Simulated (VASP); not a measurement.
Input of a VASP 6.6.1 run:

POSCAR

```
Te                                      
1.0
    4.3110270030      0.0000000000     -0.0000000000
   -2.1555135015      3.7334589010     -0.0000000000
    0.0000000000      0.0000000000      5.9737348384
  Te            
     3
Direct
     0.2853094364969323    0.0000000000000000    0.3333333332999970
     0.0000000000000000    0.2853094364969323    0.6666666667000030
     0.7146905635030677    0.7146905635030677    1.0000000000000000
```

Contents of INCAR.step1:

```
SYSTEM = Te
PREC = Accurate
ENCUT = 520
EDIFF = 1E-5
ISMEAR = 0
SIGMA = 0.03
LREAL = .False.
LASPH = .True.
NELM = 80
ALGO = Normal
ISIF = 2
LWAVE = .True.
LCHARG = .False.
NBANDS = 16
KPAR = 4
GGA = PE
```

INCAR.step2

```
SYSTEM = Te
PREC = Accurate
ENCUT = 520
EDIFF = 1E-7
ISMEAR = 0
SIGMA = 0.03
LREAL = .False.
LASPH = .True.
NELM = 80
ALGO = Normal
ISIF = 2
LWAVE = .False.
LCHARG = .False.
METAGGA = MBJ
NBANDS = 16
KPAR = 4
ISTART = 1
```

File KPOINTS:

```
Automatic mesh
0
Gamma
  9 9 6
  0 0 0
```

Contents of KPOINTS_OPT:

```
explicit points
258
Reciprocal
 0.0000000000  0.0000000000  0.0000000000 1
 0.0263157895  0.0000000000  0.0000000000 1
 0.0526315789  0.0000000000  0.0000000000 1
 0.0789473684  0.0000000000  0.0000000000 1
 0.1052631579  0.0000000000  0.0000000000 1
 0.1315789474  0.0000000000  0.0000000000 1
[... 250 lines left out ...]
 0.5000000000  0.0000000000  0.0329991900 1
 0.5000000000  0.0000000000 -0.0329991900 1
```

Potentials or basis: VASP PAW PBE potentials, release 64 (Te).

Command:

```bash
$ cat potpaw_PBE.64/Te/POTCAR > POTCAR
$ cp INCAR.step1 INCAR
$ mpirun -np 4 vasp_std > vasp.out
$ cp INCAR.step2 INCAR
$ mpirun -np 4 vasp_std > vasp.out
```

**Question.** Predict the band gap on the k mesh.

**Answer.** 0.19 eV, direct.

**Question.** Predict the band gap along the path.

**Answer.** 0.18 eV, indirect (least direct gap 0.18 eV).

Levels at the corners of the path, in eV from the valence-band top:
| point | band 5 | band 6 | band 7 | band 8 | band 9 | band 10 | band 11 | band 12 | band 13 | band 14 |
| --- | --- | --- | --- | --- | --- | --- | --- | --- | --- | --- |
| Γ | -2.56 | -2.56 | -1.76 | -1.76 | -1.21 | 1.08 | 1.08 | 1.86 | 5.10 | 5.10 |
| M | -4.61 | -3.94 | -3.87 | -0.81 | -0.75 | 0.70 | 0.70 | 2.85 | 3.82 | 8.22 |
| M | -4.61 | -3.94 | -3.87 | -0.81 | -0.75 | 0.70 | 0.70 | 2.85 | 3.82 | 8.22 |
| K | -4.57 | -3.35 | -3.35 | -3.24 | -3.19 | 3.09 | 3.09 | 3.28 | 5.32 | 6.03 |
| K | -4.57 | -3.35 | -3.35 | -3.24 | -3.19 | 3.09 | 3.09 | 3.28 | 5.32 | 6.03 |
| Γ | -2.56 | -2.56 | -1.76 | -1.76 | -1.21 | 1.08 | 1.08 | 1.86 | 5.10 | 5.10 |
| Γ | -2.56 | -2.56 | -1.76 | -1.76 | -1.21 | 1.08 | 1.08 | 1.86 | 5.10 | 5.10 |
| A | -2.71 | -2.71 | -1.33 | -0.85 | -0.85 | 0.31 | 0.57 | 0.57 | 3.92 | 5.24 |
| A | -2.71 | -2.71 | -1.33 | -0.85 | -0.85 | 0.31 | 0.57 | 0.57 | 3.92 | 5.24 |
| L | -3.65 | -3.63 | -2.74 | -2.51 | -0.32 | 0.46 | 2.10 | 2.78 | 4.59 | 5.00 |
| L | -3.65 | -3.63 | -2.74 | -2.51 | -0.32 | 0.46 | 2.10 | 2.78 | 4.59 | 5.00 |
| H | -5.33 | -5.33 | -0.96 | -0.02 | -0.02 | 0.18 | 0.99 | 0.99 | 6.39 | 6.73 |
| H | -5.33 | -5.33 | -0.96 | -0.02 | -0.02 | 0.18 | 0.99 | 0.99 | 6.39 | 6.73 |
| A | -2.71 | -2.71 | -1.33 | -0.85 | -0.85 | 0.31 | 0.57 | 0.57 | 3.92 | 5.24 |
| L | -3.65 | -3.63 | -2.74 | -2.51 | -0.32 | 0.46 | 2.10 | 2.78 | 4.59 | 5.00 |
| M | -4.61 | -3.94 | -3.87 | -0.81 | -0.75 | 0.70 | 0.70 | 2.85 | 3.82 | 8.22 |
| K | -4.57 | -3.35 | -3.35 | -3.24 | -3.19 | 3.09 | 3.09 | 3.28 | 5.32 | 6.03 |
| H | -5.33 | -5.33 | -0.96 | -0.02 | -0.02 | 0.18 | 0.99 | 0.99 | 6.39 | 6.73 |

Caveat: spin-orbit coupling is left out, which moves the levels of the heavy elements.
